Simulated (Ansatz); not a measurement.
EuO:

```
Eu O
1.0
     0.00000    2.57195    2.57195
     2.57195    0.00000    2.57195
     2.57195    2.57195    0.00000
Eu O
1 1
Direct
  0.00000 0.00000 0.00000
  0.50000 0.50000 0.50000
```

Base run:

- Program: Ansatz 0.2.0
- Functional: PBEsol
- Potentials or basis: all-electron LAPW, scalar-relativistic
- Cutoff: 291 eV (chosen from the basis error)
- Basis error allowed: 0.001 eV/atom
- k mesh: 9 × 9 × 9
- Occupations: fermi-dirac, width 0.05 eV
- Spin: collinear spin, ferromagnetic start
- Starting moments: [7.0, 0.0] μB

Its results: pressure -9.0 GPa; net moment 6.97 μB per cell; site moments Eu +6.83; O -0.09 μB.

The run is repeated on the same cell with these changes: functional from PBEsol to PBE; occupations from fermi-dirac, width 0.05 eV to gaussian, width 0.029 eV. What comes out?

Pressure -4.0 GPa; net moment 6.98 μB per cell; site moments Eu +6.84; O -0.09 μB.

Caveats: an open f shell can end in a state above the lowest; a cell with one magnetic atom can't hold antiferromagnetic order, which such compounds often take.
